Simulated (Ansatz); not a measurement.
# Li: energy and pressure over a range of volumes

The task here is to estimate one member of a computed series from the others.

Method: DFT PBE, scalar-relativistic, in Ansatz 0.2.0.

## The structure to begin with

Symmetry: R-3m, No. 166, trigonal system. Conventional cell: a = 3.101 Å, b = 3.101 Å, c = 22.765 Å, α = 90.00°, β = 90.00°, γ = 120.00°. Li (site symmetry -3m) is surrounded by 12 Li at 3.10 Å. Around Li (site symmetry 3m) lie 12 Li at 3.09 to 3.10 Å.

Coordinates:

```cif
data_structure
_symmetry_space_group_name_H-M 'R-3m:H'
_symmetry_Int_Tables_number 166
_cell_length_a 3.1010
_cell_length_b 3.1010
_cell_length_c 22.7649
_cell_angle_alpha 90.000
_cell_angle_beta 90.000
_cell_angle_gamma 120.000
_cell_volume 189.58
loop_
_atom_site_label
_atom_site_type_symbol
_atom_site_symmetry_multiplicity
_atom_site_Wyckoff_symbol
_atom_site_fract_x
_atom_site_fract_y
_atom_site_fract_z
_atom_site_occupancy
Li1 Li 3 a 0.00000 0.00000 0.00000 1
Li2 Li 6 c 0.33333 0.66667 0.88867 1
```

The file gives the conventional cell by its symmetry; the runs use the cell typed in the input.

Atoms are numbered in the order of the input: Li1, Li2, Li3.

The first run:

input.yaml

```yaml
crystal:
  lattice:
    - [1.5295437082, 0.8830824716, 7.4857428335]
    - [-1.5295437082, 0.8830824716, 7.4857428335]
    - [0.0, -1.7661649434, 7.4857428335]
  atoms:
    - { symbol: Li, position: [0.0, 0.0, 0.0] }
    - { symbol: Li, position: [0.222, 0.222, 0.222] }
    - { symbol: Li, position: [0.778, 0.778, 0.778] }
kpoints:
  mp_grid: { grid: [12, 12, 12] }
  band_path:
    path:
      - [0.0, 0.0, 0.0]
      - [0.5, 0.5, 0.5]
      - [0.824055609, 0.175944391, 0.5]
      - [0.5, -0.175944391, 0.175944391]
      - [0.5, 0.0, 0.0]
      - [0.0, 0.0, 0.0]
      - [0.3379721955, -0.3379721955, 0.0]
      - [0.6620278045, 0.0, 0.3379721955]
      - [0.5, 0.0, 0.5]
    npoints: 5
scf:
  occupations: { method: fermi_dirac, width: 0.05 }
hamiltonian:
  xc: pbe
  pseudopotentials: { kind: all_electron, lapw: { basis_error: 0.001 } }
output:
  forces: true
  stress: true
  eigenvalues: true
```

Run with:

```console
ansatz run input.yaml --threads 1 --pin off --max-ram 6144MiB --backend cpu --events-out ev --progress --plain --runs-dir out
```

Among the steps run: Volume × 0.96, LAPW; Volume × 0.96, PAW; Volume × 0.96, crystal datasets; Volume × 0.99, LAPW; Volume × 0.99, PAW; Volume × 0.99, crystal datasets; Volume × 1.02, LAPW; Volume × 1.02, PAW; Volume × 1.02, crystal datasets; Volume × 1.06, LAPW; Volume × 1.06, PAW; Volume × 1.06, crystal datasets.

One table of the session follows, with a row left open; its other results are not shown here.

It belongs to the step «The equation of state». 

```
          method  volume (Å³/atom)  pressure (GPa)  largest force (eV/Å)
            LAPW            20.222            0.00                 0.010
            LAPW            20.854           -0.40                 0.009
            LAPW            21.486               ?                     ?
            LAPW            22.329           -1.16                 0.008
             PAW            20.222           -0.01                 0.010
             PAW            20.854           -0.41                 0.009
             PAW            21.486           -0.76                 0.008
             PAW            22.329           -1.17                 0.008
crystal datasets            20.222            0.00                 0.010
crystal datasets            20.854           -0.41                 0.009
crystal datasets            21.486           -0.76                 0.008
crystal datasets            22.329           -1.16                 0.008
```

Q: Estimate the row for LAPW, 21.486 from the others.

**Answer.** pressure (GPa): -0.75; largest force (eV/Å): 0.008. In the column «pressure (GPa)» it lies between crystal datasets, 21.486 (-0.76) and PAW, 20.854 (-0.41).

Caveats from the session: Shape and positions are held, so a fully relaxed modulus can be lower. Warnings in the runs' records: printed levels off, crystal datasets made.
